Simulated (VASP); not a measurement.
# Si (Fd-3m) in VASP: notebook

One crystal, Si, is run at these levels: r2SCAN, PBE; tasks: relaxation of cell and atoms.

Everything below comes from runs of VASP 6.6.1. Logs are shortened: lines on timing, memory, paths and dates and some standing lists are left out, and cuts for length are marked.

**1. Starting point**

It takes space group Fd-3m (No. 227, cubic). Conventional cell: a = 5.427 Å, b = 5.427 Å, c = 5.427 Å, α = 90.00°, β = 90.00°, γ = 90.00°. Around Si (site symmetry -43m) lie 4 Si at 2.35 Å.

**2. Relaxation of cell and atoms, r2SCAN**

The input, INCAR:

```
SYSTEM = Si
PREC     = Accurate       ! precision mode
ENCUT    = 600            ! plane-wave cutoff, eV
EDIFF    = 1E-6           ! SCF threshold, eV
ISMEAR   = 0              ! smearing method
SIGMA    = 0.03           ! smearing width, eV
LREAL    = .FALSE.        ! projectors in reciprocal space
LASPH    = .TRUE.         ! aspherical terms in the spheres
NELM     = 80             ! most SCF steps
ALGO     = Normal         ! electronic algorithm
ISIF     = 3              ! what is computed and relaxed
LWAVE    = .FALSE.        ! write WAVECAR
LCHARG   = .FALSE.        ! write CHGCAR
METAGGA  = R2SCAN         ! meta-GGA
LMIXTAU  = .TRUE.       
IBRION   = 2              ! ionic algorithm
NSW      = 90             ! ionic steps
EDIFFG   = -0.01          ! ionic threshold
```

The input, KPOINTS:

```
Automatic mesh
0
G
  10 10 10
  0 0 0
```

The input, POSCAR:

```
Si
1.0
    0.0000000000      2.7135600000      2.7135600000
    2.7135600000      0.0000000000      2.7135600000
    2.7135600000      2.7135600000      0.0000000000
Si
2
Direct
    0.7500000000      0.7500000000      0.7500000000
    0.5000000000      0.5000000000      0.5000000000
```

Potentials or basis: VASP PAW PBE potentials, release 64 (Si).

The run is started by

```bash
cat potpaw_PBE.64/Si/POTCAR > POTCAR
mpirun -np 1 vasp_std > vasp.out
```

OUTCAR:

```text
SYSTEM = Si
   PREC = Accurate
   ENCUT = 600
   EDIFF = 1E-6
   ISMEAR = 0
   LREAL = .FALSE.
   LASPH = .TRUE.
   NELM = 80
   ISIF = 3
   METAGGA = R2SCAN
   IBRION = 2
   NSW = 90
   EDIFFG = -0.01

 ion  position               nearest neighbor table
   1  0.750  0.750  0.750-   2 2.35   2 2.35   2 2.35   2 2.35
   2  0.500  0.500  0.500-   1 2.35   1 2.35   1 2.35   1 2.35

  LATTYP: Found a face centered cubic cell.
 ALAT       =     5.4271200000

  Lattice vectors:

 A1 = (   0.0000000000,   2.7135600000,   2.7135600000)
 A2 = (   2.7135600000,   0.0000000000,   2.7135600000)
 A3 = (   2.7135600000,   2.7135600000,   0.0000000000)

Analysis of symmetry for initial positions (statically):
=====================================================================
 Subroutine PRICEL returns:
 Original cell was already a primitive cell.

 Routine SETGRP: Setting up the symmetry group for a
 face centered cubic supercell.

 Subroutine GETGRP returns: Found 48 space group operations
 (whereof 24 operations were pure point group operations)
 out of a pool of 48 trial point group operations.

The static configuration has the point symmetry T_d .
 The point group associated with its full space group is O_h .

Analysis of symmetry for dynamics (positions and initial velocities):
=====================================================================
 Subroutine PRICEL returns:
 Original cell was already a primitive cell.

 Routine SETGRP: Setting up the symmetry group for a
 face centered cubic supercell.

 Subroutine GETGRP returns: Found 48 space group operations
 (whereof 24 operations were pure point group operations)
 out of a pool of 48 trial point group operations.

The dynamic configuration has the point symmetry T_d .
 The point group associated with its full space group is O_h .

 Subroutine INISYM returns: Found 48 space group operations
 (whereof 24 operations are pure point group operations),
 and found     1 'primitive' translations

----------------------------------------------------------------------------------------

                                     Primitive cell

  volume of cell :      39.9621

  direct lattice vectors                    reciprocal lattice vectors
     0.000000000  2.713560000  2.713560000    -0.184259792  0.184259792  0.184259792
     2.713560000  0.000000000  2.713560000     0.184259792 -0.184259792  0.184259792
     2.713560000  2.713560000  0.000000000     0.184259792  0.184259792 -0.184259792

  length of vectors
     3.837553354  3.837553354  3.837553354     0.319147321  0.319147321  0.319147321

  position of ions in fractional coordinates (direct lattice)
     0.750000000  0.750000000  0.750000000
     0.500000000  0.500000000  0.500000000

  ion indices of the primitive-cell ions
   primitive index   ion index
                 1           1
                 2           2

----------------------------------------------------------------------------------------

 KPOINTS: Automatic mesh

Automatic generation of k-mesh.
 Grid dimensions read from file:
 generate k-points for:   10   10   10

 Generating k-lattice:

  Cartesian coordinates                     Fractional coordinates (reciprocal lattice)
    -0.018425979  0.018425979  0.018425979     0.100000000  0.000000000  0.000000000
     0.018425979 -0.018425979  0.018425979     0.000000000  0.100000000  0.000000000
     0.018425979  0.018425979 -0.018425979     0.000000000  0.000000000  0.100000000

  Length of vectors
     0.031914732  0.031914732  0.031914732

  Shift w.r.t. Gamma in fractional coordinates (k-lattice)
     0.000000000  0.000000000  0.000000000

 Subroutine IBZKPT returns following result:
 ===========================================

 Found     47 irreducible k-points:

 Following reciprocal coordinates:
            Coordinates               Weight
  0.000000  0.000000  0.000000      1.000000
  0.100000  0.000000  0.000000      8.000000
  0.200000  0.000000  0.000000      8.000000
  0.300000  0.000000  0.000000      8.000000
  0.400000  0.000000  0.000000      8.000000
  0.500000  0.000000  0.000000      4.000000
[... 16 lines left out ...]
  0.300000  0.300000  0.000000      6.000000
  0.400000  0.300000  0.000000     24.000000
 [... further k-points ...]
   k-points           NKPTS =     47   k-points in BZ     NKDIM =     47   number of bands    NBANDS=      8
   number of dos      NEDOS =    301   number of ions     NIONS =      2
   total plane-waves  NPLWV =  32768
   dimension x,y,z NGX =    32 NGY =   32 NGZ =   32
   dimension x,y,z NGXF=    64 NGYF=   64 NGZF=   64
   ions per type =               2
   NGX,Y,Z   is equivalent  to a cutoff of  13.86, 13.86, 13.86 a.u.
   NGXF,Y,Z  is equivalent  to a cutoff of  27.73, 27.73, 27.73 a.u.
 SYSTEM =  Si
   PREC   = accura    normal or accurate (medium, high low for compatibility)
   ISTART =      0    job   : 0-new  1-cont  2-samecut
   ICHARG =      2    charge: 1-file 2-atom 10-const
   ISPIN  =      1    spin polarized calculation?
   LNONCOLLINEAR =      F non collinear calculations
   LSORBIT =      F    spin-orbit coupling
   LASPH  =      T    aspherical Exc in radial PAW
   ENCUT  =  600.0 eV  44.10 Ry    6.64 a.u.   7.66  7.66  7.66*2*pi/ulx,y,z
   NELM   =     80;   NELMIN=  2; NELMDL= -5     # of ELM steps
   EDIFF  = 0.1E-05   stopping-criterion for ELM
   LREAL  =      F    real-space projection
   EDIFFG = -.1E-01   stopping-criterion for IOM
   NSW    =     90    number of steps for IOM
   IBRION =      2    ionic relax: 0-MD 1-quasi-New 2-CG
   NFREE  =      1    steps in history (QN), initial steepest desc. (CG)
   ISIF   =      3    stress and relaxation
   ISYM   =      2    0-nonsym 1-usesym 2-fastsym
   POTIM  = 0.5000    time-step for ionic-motion
   TEBEG  =    0.0;   TEEND  =   0.0 temperature during run
   PSTRESS=    0.0 pullay stress
   NELECT =       8.0000    total number of electrons
   NUPDOWN=      -1.0000    fix difference up-down
   EMIN   =  10.00;   EMAX   =-10.00  energy-range for DOS
   EFERMI =   0.00;   METHOD = LEGACY
   ISMEAR =     0;   SIGMA  =   0.03  broadening in eV -4-tet -1-fermi 0-gaus
   EFERMI_NEDOS =   21; number of points for ismear=-14 and -15
   IALGO  =     38    algorithm
   IMIX   =      4    mixing-type and parameters
     AMIX     =   0.40;   BMIX     =  1.00
     AMIX_MAG =   1.60;   BMIX_MAG =  1.00
  volume/ion in A,a.u.               =      19.98       134.84
  Fermi-wavevector in a.u.,A,eV,Ry     =   0.957684  1.809760 12.478691  0.917158
  Thomas-Fermi vector in A             =   2.086724
   LORBIT       =      0    0 simple, 1 ext, 2 COOP (PROOUT), +10 PAW based schemes
   METAGGA = R2SCAN    functional components
   LHFCALC =     F    Hartree Fock is set to
   AEXX    =    0.0000 exact exchange contribution
   IVDW    =     0    specifies the selected vdW correction
   LEPSILON=     F    determine dielectric tensor
   LRPA    =     F    only Hartree local field effects (RPA)
 conjugate gradient relaxation of ions
 non-spin polarized calculation
 Gauss-broadening in eV      SIGMA  =   0.03
  energy-cutoff  :      600.00
  volume of cell :       39.96
 maximum number of plane-waves:      1363
   NGX = 15   NGY = 15   NGZ = 15

--------------------------------------- Ionic step        1  -------------------------------------------

 number of electron       7.9999999 magnetization

 Free energy of the ion-electron system (eV)
  ---------------------------------------------------
  ext. energy  EPLUGINS =         0.00000000
  ---------------------------------------------------
  free energy    TOTEN  =       -17.54899243 eV

  energy without entropy =      -17.54899243  energy(sigma->0) =      -17.54899243

------------------------ aborting loop because EDIFF is reached ----------------------------------------

  FORCE on cell =-STRESS in cart. coord.  units (eV):
  Direction    XX          YY          ZZ          XY          YZ          ZX
  --------------------------------------------------------------------------------------
  -------------------------------------------------------------------------------------
  Total        0.1777803      0.1777803      0.1777803      0.0000000      0.0000000     -0.0000000
  in kB        7.1276424      7.1276424      7.1276424      0.0000000      0.0000000     -0.0000000
  external PRESSURE =       7.1276424 kB  Pullay stress =       0.0000000 kB
[... 57 lines left out ...]
  energy  without entropy=      -17.5491694697  energy(sigma->0) =      -17.54916947

--------------------------------------- Ionic step        3  -------------------------------------------

 number of electron       8.0000000 magnetization

 Free energy of the ion-electron system (eV)
  ---------------------------------------------------
  ext. energy  EPLUGINS =         0.00000000
  ---------------------------------------------------
  free energy    TOTEN  =       -17.54958923 eV

  energy without entropy =      -17.54958923  energy(sigma->0) =      -17.54958923

 E-fermi :   5.8890     XC(G=0):  -9.8356

 val. band max:        5.6878389608   @ k =   0.0000   0.0000   0.0000
 cond. band min:       6.4766366034   @ k =   0.4000   0.4000   0.0000
 fundamental gap:      0.7887976426
 Fermi energy:         5.8889542098

 k-point     1 :       0.0000    0.0000    0.0000
  band No.  band energies     occupation
      1      -6.8034      2.00000
      2       5.6878      2.00000
      3       5.6878      2.00000
      4       5.6878      2.00000
      5       8.4441      0.00000
      6       8.4441      0.00000
      7       8.4441      0.00000
      8       9.6164      0.00000
[... 243 lines left out ...]
 k-point    24 :       0.4000    0.3000    0.0000
  band No.  band energies     occupation
      1      -4.5358      2.00000
      2       0.0661      2.00000
      3       2.7083      2.00000
      4       3.1293      2.00000
      5       6.9532      0.00000
      6       8.2089      0.00000
      7      13.1360      0.00000
      8      13.2231      0.00000

 [... further k-points ...]

------------------------ aborting loop because EDIFF is reached ----------------------------------------

  FORCE on cell =-STRESS in cart. coord.  units (eV):
  Direction    XX          YY          ZZ          XY          YZ          ZX
  --------------------------------------------------------------------------------------
  -------------------------------------------------------------------------------------
  Total        0.0024627      0.0024627      0.0024627     -0.0000000      0.0000000      0.0000000
  in kB        0.0980563      0.0980563      0.0980563     -0.0000000      0.0000000      0.0000000
  external PRESSURE =       0.0980563 kB  Pullay stress =       0.0000000 kB
[... 17 lines left out ...]
  FREE ENERGIE OF THE ION-ELECTRON SYSTEM (eV)
  ---------------------------------------------------
  free  energy   TOTEN  =       -17.5495892347 eV

  energy  without entropy=      -17.5495892347  energy(sigma->0) =      -17.54958923

 reached required accuracy - stopping structural energy minimisation
```

Wall time 1.7 min (1 thread of AMD EPYC 9R45 (Zen 5), shared host); peak memory 0.15 GiB.

Results:

* Free energy: -17.5496 eV
* Relaxed volume: 20.12 Å³/atom
* Relaxed cell: a = 3.846 Å, b = 3.846 Å, c = 3.846 Å, α = 60.00°, β = 60.00°, γ = 60.00°
* Space group after relaxing (to 0.05 Å): Fd-3m (No. 227)
* Energy gained by relaxing: 0.3 meV/atom
* Ionic steps: 3
* Pressure after relaxing: 0.0 GPa
* Band gap on the k mesh: 0.79 eV, indirect (least direct gap 2.76 eV)

The path:
```csv
step,energy change (eV),largest force (eV/Å),pressure (GPa),volume (Å³)
1,0.0000,0.0000,0.71,39.96
2,-0.0002,0.0000,-0.56,40.48
3,-0.0006,0.0000,0.01,40.24
```

Final structure:
```xyz
2
Lattice="0.0000 2.7198 2.7198 2.7198 0.0000 2.7198 2.7198 2.7198 0.0000" Properties=species:S:1:pos:R:3 pbc="T T T"
Si    4.0797    4.0797    4.0797
Si    2.7198    2.7198    2.7198
```

Levels at points of the mesh, in eV from the valence-band top:
| k point | band 2 | band 3 | band 4 | band 5 | band 6 | band 7 |
| --- | --- | --- | --- | --- | --- | --- |
| (0.00, 0.00, 0.00) | 0.00 | 0.00 | 0.00 | 2.76 | 2.76 | 2.76 |
| (0.50, 0.00, 0.00) | -7.24 | -1.27 | -1.27 | 1.87 | 3.59 | 3.59 |
| (0.50, 0.50, 0.00) | -8.14 | -3.00 | -3.00 | 0.93 | 0.93 | 10.84 |

Caveat: the PAW data sets were made with another functional, which shifts forces and pressure a little. A k mesh can miss the band edges.

**3. Relaxation of cell and atoms, r2SCAN**

This run uses another cell than the first one, of 20.12 Å³/atom, 1.007 times its volume.

Edit INCAR of step 2 so:

```diff
@@ -3,3 +3,3 @@
 ENCUT    = 600            ! plane-wave cutoff, eV
-EDIFF    = 1E-6           ! SCF threshold, eV
+EDIFF    = 1E-7           ! SCF threshold, eV
 ISMEAR   = 0              ! smearing method
@@ -17,2 +17,2 @@
 NSW      = 90             ! ionic steps
-EDIFFG   = -0.01          ! ionic threshold
+EDIFFG   = -0.005         ! ionic threshold
```

KPOINTS is that of step 2.

The input, POSCAR:

```
Si                                      
1.0
    0.0000000000      2.7197975463      2.7197975463
    2.7197975463      0.0000000000      2.7197975463
    2.7197975463      2.7197975463      0.0000000000
  Si            
     2
Direct
     0.7500000000000000    0.7500000000000000    0.7500000000000000
     0.5000000000000000    0.5000000000000000    0.5000000000000000
```

Potentials or basis: VASP PAW PBE potentials, release 64 (Si).

The run is started by

```bash
cat potpaw_PBE.64/Si/POTCAR > POTCAR
mpirun -np 1 vasp_std > vasp.out
```

Run time: 54 s. Hardware: 1 thread of AMD EPYC 9R45 (Zen 5), shared host; peak memory 0.15 GiB.

Results (log left out):

* Free energy: -17.5496 eV
* Pressure after relaxing: 0.0 GPa
* Band gap on the k mesh: 0.79 eV, indirect (least direct gap 2.76 eV)

Final structure:
```
CELL_PARAMETERS angstrom
0.00000 2.71980 2.71980
2.71980 0.00000 2.71980
2.71980 2.71980 0.00000
ATOMIC_POSITIONS crystal
Si 0.75000 0.75000 0.75000
Si 0.50000 0.50000 0.50000
```

Levels at points of the mesh, in eV from the valence-band top:
```
           k point  band 2  band 3  band 4  band 5  band 6  band 7
(0.00, 0.00, 0.00)    0.00    0.00    0.00    2.76    2.76    2.76
(0.50, 0.00, 0.00)   -7.24   -1.27   -1.27    1.87    3.59    3.59
(0.50, 0.50, 0.00)   -8.14   -3.00   -3.00    0.93    0.93   10.84
```

Caveat: the relaxation stopped at its first step, so nothing moved; the PAW data sets were made with another functional, which shifts forces and pressure a little. r2SCAN opens gaps a little over a GGA but as a rule still falls short of measured ones.

**4. Relaxation of cell and atoms, PBE**

The input, INCAR:

```
SYSTEM = Si
PREC = Accurate ; ENCUT = 600
EDIFF = 1E-6 ; ISMEAR = 0
SIGMA = 0.03 ; LREAL = .FALSE.
LASPH = .TRUE. ; NELM = 80
ALGO = Normal ; ISIF = 3
LWAVE = .FALSE. ; LCHARG = .FALSE.
GGA = PE ; IBRION = 2
NSW = 90 ; EDIFFG = -0.01
```

KPOINTS is that of step 3.

The input, POSCAR:

```
Si
1.0
    0.0000000000      2.7135600000      2.7135600000
    2.7135600000      0.0000000000      2.7135600000
    2.7135600000      2.7135600000      0.0000000000
Si
2
Direct
    0.7500000000      0.7500000000      0.7500000000
    0.5000000000      0.5000000000      0.5000000000
```

The run is started by

```bash
cat potpaw_PBE.64/Si/POTCAR > POTCAR
mpirun -np 1 vasp_std > vasp.out
```

Run time: 12 s. Hardware: 1 thread of Intel Xeon 6975P-C (Granite Rapids), shared host; peak memory 0.17 GiB.

The run converged. Its results:

```yaml
Free_energy: -10.8493 eV
Relaxed_volume: 20.44 Å³/atom
Relaxed_cell: a = 3.867 Å, b = 3.867 Å, c = 3.867 Å, α = 60.00°, β = 60.00°, γ = 60.00°
Space_group_after_relaxing_to_0.05_Å: Fd-3m (No. 227)
Energy_gained_by_relaxing: 3.0 meV/atom
Ionic_steps: 3
Pressure_after_relaxing: 0.0 GPa
Band_gap_on_the_k_mesh: 0.62 eV, indirect (least direct gap 2.56 eV)
```

The path:
```
step  energy change (eV)  largest force (eV/Å)  pressure (GPa)  volume (Å³)
   1              0.0000                0.0000            2.15        39.96
   2             -0.0033                0.0000           -1.34        41.53
   3             -0.0060                0.0000            0.01        40.89
```

Final structure:
```
CELL_PARAMETERS angstrom
0.00000 2.73430 2.73430
2.73430 0.00000 2.73430
2.73430 2.73430 0.00000
ATOMIC_POSITIONS crystal
Si 0.75000 0.75000 0.75000
Si 0.50000 0.50000 0.50000
```

Levels at points of the mesh, in eV from the valence-band top:
```
           k point  band 1  band 2  band 3  band 4  band 5  band 6  band 7  band 8
(0.00, 0.00, 0.00)  -11.82    0.00    0.00    0.00    2.56    2.56    2.56    3.13
(0.50, 0.00, 0.00)   -9.54   -6.87   -1.18   -1.18    1.47    3.35    3.35    7.70
(0.50, 0.50, 0.00)   -7.75   -7.75   -2.79   -2.79    0.75    0.75    9.94    9.94
```

**5. Relaxation of cell and atoms, PBE**

This run uses another cell than the first one, of 20.44 Å³/atom, 1.023 times its volume.

The input, INCAR:

```
SYSTEM = Si
PREC = Accurate ; ENCUT = 600
EDIFF = 1E-7 ; ISMEAR = 0
SIGMA = 0.03 ; LREAL = .FALSE.
LASPH = .TRUE. ; NELM = 80
ALGO = Normal ; ISIF = 3
LWAVE = .FALSE. ; LCHARG = .FALSE.
GGA = PE ; IBRION = 2
NSW = 90 ; EDIFFG = -0.005
```

KPOINTS is that of step 4.

The input, POSCAR:

```
Si                                      
1.0
    0.0000000000      2.7342968687      2.7342968687
    2.7342968687      0.0000000000      2.7342968687
    2.7342968687      2.7342968687      0.0000000000
  Si            
     2
Direct
     0.7500000000000000    0.7500000000000000    0.7500000000000000
     0.5000000000000000    0.5000000000000000    0.5000000000000000
```

The run is started by

```bash
cat potpaw_PBE.64/Si/POTCAR > POTCAR
mpirun -np 1 vasp_std > vasp.out
```

It took 6.8 s on 1 thread of Intel Xeon 6975P-C (Granite Rapids), shared host; peak memory 0.17 GiB.

Results (log left out):

| Item | Value |
| --- | --- |
| Free energy | -10.8493 eV |
| Pressure after relaxing | 0.0 GPa |
| Band gap on the k mesh | 0.62 eV, indirect (least direct gap 2.56 eV) |

Final structure:
```
Si
1.0
     0.00000    2.73430    2.73430
     2.73430    0.00000    2.73430
     2.73430    2.73430    0.00000
Si
2
Direct
  0.75000 0.75000 0.75000
  0.50000 0.50000 0.50000
```

Levels at points of the mesh, in eV from the valence-band top:
| k point | band 1 | band 2 | band 3 | band 4 | band 5 | band 6 | band 7 | band 8 |
| --- | --- | --- | --- | --- | --- | --- | --- | --- |
| (0.00, 0.00, 0.00) | -11.82 | 0.00 | 0.00 | 0.00 | 2.56 | 2.56 | 2.56 | 3.13 |
| (0.50, 0.00, 0.00) | -9.54 | -6.87 | -1.18 | -1.18 | 1.47 | 3.35 | 3.35 | 7.70 |
| (0.50, 0.50, 0.00) | -7.75 | -7.75 | -2.79 | -2.79 | 0.75 | 0.75 | 9.94 | 9.94 |

Caveat: the relaxation stopped at its first step, so nothing moved. PBE gaps usually lie below the measured ones, often by a third to a half.
